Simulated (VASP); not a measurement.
Input and output of a VASP PBE single-point calculation on KI (strained zincblende)

INCAR

```
ISIF = 2
LWAVE = .FALSE.
GGA = PE
LASPH = .TRUE.
ISMEAR = -1
LCHARG = .FALSE.
SIGMA = 0.02
NBANDS = 15
LREAL = .FALSE.
NELM = 120
NSW = 0
PREC = Accurate
ENCUT = 520
EDIFF = 1E-7
IBRION = -1
```

KPOINTS

```
KPOINTS created by Atomic Simulation Environment
0
Gamma
6 6 6
0 0 0
```

KPOINTS_OPT

```
special points
6
Reciprocal
0.0000000000 0.0000000000 0.0000000000 1
-0.5000000000 -0.5000000000 0.0000000000 1
-0.3750000000 -0.3750000000 0.2500000000 1
-0.3750000000 0.0000000000 0.3750000000 1
0.0000000000 0.0000000000 0.5000000000 1
-0.5000000000 -0.2500000000 0.2500000000 1
```

POSCAR

```
K  I
 1.0000000000000000
     0.0000000000000000    4.0055530385999996    3.8880586811000000
     4.0055530385999996    0.0000000000000000    3.8880586811000000
     4.0055530385999996    4.0055530385999996    0.0000000000000000
 K   I
   1   1
Cartesian
  0.0000000000000000  0.0000000000000000  0.0000000000000000
  2.0027765192999998  2.0027765192999998  1.9440293405500004
```

VASP ran with the recommended PBE PAW datasets (16 valence electrons in the cell).

Command

```
mpirun -np 1 vasp_std
```

OSZICAR

```
N       E                     dE             d eps       ncg     rms          rms(c)
DAV:   1     0.930592334801E+02    0.93059E+02   -0.60782E+03   900   0.864E+02
DAV:   2     0.157398896372E+01   -0.91485E+02   -0.84322E+02  1159   0.197E+02
DAV:   3    -0.515616967154E+01   -0.67302E+01   -0.66946E+01  1243   0.477E+01
DAV:   4    -0.556739194923E+01   -0.41122E+00   -0.41110E+00  1630   0.104E+01
DAV:   5    -0.556838238070E+01   -0.99043E-03   -0.99042E-03  1236   0.580E-01    0.295E+00
DAV:   6    -0.538967606398E+01    0.17871E+00   -0.20294E-01  1194   0.213E+00    0.216E+00
DAV:   7    -0.536650005356E+01    0.23176E-01   -0.21588E-01  1271   0.191E+00    0.934E-01
DAV:   8    -0.538256913768E+01   -0.16069E-01   -0.22899E-02  1116   0.833E-01    0.151E-01
DAV:   9    -0.538504046243E+01   -0.24713E-02   -0.39046E-03   977   0.272E-01    0.106E-01
DAV:  10    -0.538589330317E+01   -0.85284E-03   -0.56898E-04   945   0.142E-01    0.245E-02
DAV:  11    -0.538599876539E+01   -0.10546E-03   -0.15025E-04  1026   0.641E-02    0.231E-02
DAV:  12    -0.538602168811E+01   -0.22923E-04   -0.24266E-05   956   0.339E-02    0.895E-03
DAV:  13    -0.538602237568E+01   -0.68757E-06   -0.52106E-07  1417   0.504E-03    0.523E-03
DAV:  14    -0.538602290008E+01   -0.52440E-06   -0.94324E-07   977   0.465E-03    0.758E-04
DAV:  15    -0.538602290285E+01   -0.27662E-08   -0.63297E-08   931   0.148E-03
   1 F= -.53860229E+01 E0= -.53860229E+01  d E =-.869512E-12
       N       E                     dE             ncg
DAV:   1     0.559616459423E+03   -0.27266E+04      180
DAV:   2     0.335813370202E+02   -0.52604E+03      222
DAV:   3    -0.222723665748E+01   -0.35809E+02      264
DAV:   4    -0.494813859730E+01   -0.27209E+01      325
DAV:   5    -0.495353716541E+01   -0.53986E-02      250
DAV:   6    -0.495363650940E+01   -0.99344E-04      230
DAV:   7    -0.495364206985E+01   -0.55604E-05      297
DAV:   8    -0.495364213263E+01   -0.62778E-07      224
```

From OUTCAR

```
k-points           NKPTS =     30   k-points in BZ     NKDIM =     30   number of bands    NBANDS=     15

   NELECT =      16.0000    total number of electrons

   dimension x,y,z NGX =    42 NGY =   42 NGZ =   42
   dimension x,y,z NGXF=    84 NGYF=   84 NGZF=   84

  energy-cutoff  :      520.00
  volume of cell :      124.76
      direct lattice vectors                 reciprocal lattice vectors
     0.000000000  4.005553039  3.888058681    -0.124826708  0.124826708  0.128598882
     4.005553039  0.000000000  3.888058681     0.124826708 -0.124826708  0.128598882
     4.005553039  4.005553039  0.000000000     0.124826708  0.124826708 -0.128598882

 k-points in reciprocal lattice and weights: KPOINTS created by Atomic Simulation Env
   0.00000000  0.00000000  0.00000000       0.005
   0.16666667  0.00000000  0.00000000       0.037
   0.33333333  0.00000000  0.00000000       0.037
   0.50000000  0.00000000  0.00000000       0.019
   0.16666667  0.16666667  0.00000000       0.009
   0.33333333  0.16666667  0.00000000       0.037
   0.50000000  0.16666667  0.00000000       0.037
  -0.33333333  0.16666667  0.00000000       0.037
   ...

 E-fermi :  -1.6363

 k-point     1 :       0.0000    0.0000    0.0000
  band No.  band energies     occupation
      1     -30.6499      2.00000
      2     -14.1465      2.00000
      3     -14.1433      2.00000
      4     -14.1433      2.00000
      5     -12.1979      2.00000
      6      -2.1888      2.00000
      7      -2.1888      2.00000
      8      -2.1729      2.00000
      9       1.7456      0.00000
     10       5.2672      0.00000
     11       5.4479      0.00000
     12       5.9605      0.00000
     13       5.9605      0.00000
     14       6.0158      0.00000
     15       6.8835      0.00000

 k-point     2 :       0.1667    0.0000    0.0000
  band No.  band energies     occupation
      1     -30.6497      2.00000
      2     -14.1591      2.00000
      3     -14.1460      2.00000
      4     -14.1441      2.00000
      5     -12.1730      2.00000
      6      -2.3225      2.00000
      7      -2.1929      2.00000
      8      -2.1771      2.00000
      9       2.1475      0.00000
     10       5.0646      0.00000
     11       5.1925      0.00000
     12       5.6007      0.00000
     13       6.2560      0.00000
     14       6.2930      0.00000
     15       6.4559      0.00000

 k-point     3 :       0.3333    0.0000    0.0000
  band No.  band energies     occupation
      1     -30.6495      2.00000
      2     -14.1872      2.00000
      3     -14.1474      2.00000
      4     -14.1457      2.00000
      5     -12.1244      2.00000
      6      -2.5495      2.00000
      7      -2.2017      2.00000
      8      -2.1759      2.00000
      9       2.9775      0.00000
     10       4.8090      0.00000
     11       4.9051      0.00000
     12       5.0219      0.00000
     13       6.2600      0.00000
     14       6.3520      0.00000
     15       6.3675      0.00000

 k-point     4 :       0.5000    0.0000    0.0000
  band No.  band energies     occupation
      1     -30.6494      2.00000
      2     -14.2008      2.00000
      3     -14.1481      2.00000
      4     -14.1465      2.00000
      5     -12.1006      2.00000
      6      -2.6453      2.00000
      7      -2.2062      2.00000
      8      -2.1755      2.00000
      9       3.4780      0.00000
     10       4.3187      0.00000
     11       4.8752      0.00000
     12       4.9931      0.00000
     13       6.2246      0.00000
     14       6.3231      0.00000
     15       6.8335      0.00000

 k-point     5 :       0.1667    0.1667    0.0000
  band No.  band energies     occupation
      1     -30.6497      2.00000
      2     -14.1639      2.00000
      3     -14.1451      2.00000
      4     -14.1451      2.00000
      5     -12.1652      2.00000
      6      -2.3302      2.00000
      7      -2.2079      2.00000
      8      -2.2079      2.00000
      9       2.2988      0.00000
     10       4.7224      0.00000
     11       5.4799      0.00000
     12       5.6796      0.00000
     13       6.1852      0.00000
     14       6.1852      0.00000
     15       6.8218      0.00000

 k-point     6 :       0.3333    0.1667    0.0000
  band No.  band energies     occupation
      1     -30.6495      2.00000
      2     -14.1854      2.00000
      3     -14.1478      2.00000
      4     -14.1469      2.00000
      5     -12.1249      2.00000
      6      -2.4975      2.00000
      7      -2.2242      2.00000
      8      -2.2212      2.00000
      9       2.9843      0.00000
     10       4.4041      0.00000
     11       5.0450      0.00000
     12       5.3960      0.00000
     13       6.3829      0.00000
     14       6.3966      0.00000
     15       6.5930      0.00000

 k-point     7 :       0.5000    0.1667    0.0000
  band No.  band energies     occupation
      1     -30.6493      2.00000
      2     -14.2019      2.00000
      3     -14.1507      2.00000
      4     -14.1476      2.00000
      5     -12.0930      2.00000
      6      -2.5952      2.00000
      7      -2.2609      2.00000
      8      -2.2203      2.00000
      9       3.6481      0.00000
     10       4.0418      0.00000
     11       4.9322      0.00000
     12       5.1154      0.00000
     13       6.4110      0.00000
     14       6.4710      0.00000
     15       6.8482      0.00000

 k-point     8 :      -0.3333    0.1667    0.0000
  band No.  band energies     occupation
      1     -30.6494      2.00000
      2     -14.1972      2.00000
      3     -14.1518      2.00000
      4     -14.1465      2.00000
      5     -12.1006      2.00000
      6      -2.5587      2.00000
      7      -2.2743      2.00000
      8      -2.2055      2.00000
      9       3.4550      0.00000
     10       4.2861      0.00000
     11       4.8496      0.00000
     12       4.9791      0.00000
     13       6.4473      0.00000
     14       6.5561      0.00000
     15       6.7130      0.00000

 k-point     9 :      -0.1667    0.1667    0.0000
  band No.  band energies     occupation
      1     -30.6496      2.00000
      2     -14.1756      2.00000
      3     -14.1499      2.00000
      4     -14.1448      2.00000
      5     -12.1403      2.00000
      6      -2.4350      2.00000
      7      -2.2276      2.00000
      8      -2.1915      2.00000
      9       2.6881      0.00000
     10       4.7913      0.00000
     11       4.8977      0.00000
     12       5.2266      0.00000
     13       6.4044      0.00000
     14       6.4318      0.00000
     15       6.6742      0.00000

 k-point    10 :       0.3333    0.3333    0.0000
  band No.  band energies     occupation
      1     -30.6494      2.00000
      2     -14.1970      2.00000
      3     -14.1489      2.00000
      4     -14.1489      2.00000
      5     -12.1016      2.00000
      6      -2.5614      2.00000
      7      -2.2438      2.00000
      8      -2.2438      2.00000
      9       3.1698      0.00000
     10       4.1972      0.00000
     11       4.9148      0.00000
     12       6.0715      0.00000
     13       6.2589      0.00000
     14       6.2589      0.00000
     15       7.3202      0.00000

 k-point    11 :       0.5000    0.3333    0.0000
  band No.  band energies     occupation
      1     -30.6492      2.00000
      2     -14.2081      2.00000
      3     -14.1519      2.00000
      4     -14.1498      2.00000
      5     -12.0781      2.00000
      6      -2.5912      2.00000
      7      -2.3084      2.00000
      8      -2.2475      2.00000
      9       3.3010      0.00000
     10       4.1524      0.00000
     11       5.1975      0.00000
     12       5.7244      0.00000
     13       6.3466      0.00000
     14       6.5768      0.00000
     15       6.9466      0.00000

 k-point    12 :      -0.3333    0.3333    0.0000
  band No.  band energies     occupation
      1     -30.6493      2.00000
      2     -14.2070      2.00000
      3     -14.1546      2.00000
      4     -14.1486      2.00000
      5     -12.0776      2.00000
      6      -2.4966      2.00000
      7      -2.4253      2.00000
      8      -2.2288      2.00000
      9       3.5671      0.00000
     10       4.1254      0.00000
     11       5.1670      0.00000
     12       5.1916      0.00000
     13       6.3413      0.00000
     14       6.6054      0.00000
     15       6.9142      0.00000

 k-point    13 :       0.5000    0.5000    0.0000
  band No.  band energies     occupation
      1     -30.6492      2.00000
      2     -14.2127      2.00000
      3     -14.1508      2.00000
      4     -14.1508      2.00000
      5     -12.0707      2.00000
      6      -2.6484      2.00000
      7      -2.2607      2.00000
      8      -2.2607      2.00000
      9       3.1229      0.00000
     10       4.0395      0.00000
     11       5.8385      0.00000
     12       6.1728      0.00000
     13       6.1728      0.00000
     14       6.6131      0.00000
     15       6.6385      0.00000

 ...

  Total        0.1360993      0.1360993      0.1388523      0.0000000     -0.0000000      0.0000000
  in kB        1.7477476      1.7477476      1.7831004      0.0000000     -0.0000000      0.0000000
  external PRESSURE =       1.7595319 kB  Pullay stress =       0.0000000 kB

 POSITION                                       TOTAL-FORCE (eV/Angst)
 -----------------------------------------------------------------------------------
      0.00000      0.00000      0.00000         0.000000      0.000000     -0.000000
      2.00278      2.00278      1.94403        -0.000000     -0.000000      0.000000
 -----------------------------------------------------------------------------------
    total drift:                                0.000000      0.000000     -0.000000

  FREE ENERGIE OF THE ION-ELECTRON SYSTEM (eV)
  ---------------------------------------------------
  free  energy   TOTEN  =        -5.3860229028 eV

  energy  without entropy=       -5.3860229028  energy(sigma->0) =       -5.38602290
```

* gap between bands v and c: 3.92 eV
* least direct gap: 3.92 eV
* pressure: 0.2 GPa

Band v is the last that the valence electrons fill when counted band by band, and c is the next.

The run took about 62 s on one core of a shared host (Intel Xeon Platinum 8488C) and held 0.31 GiB at most.
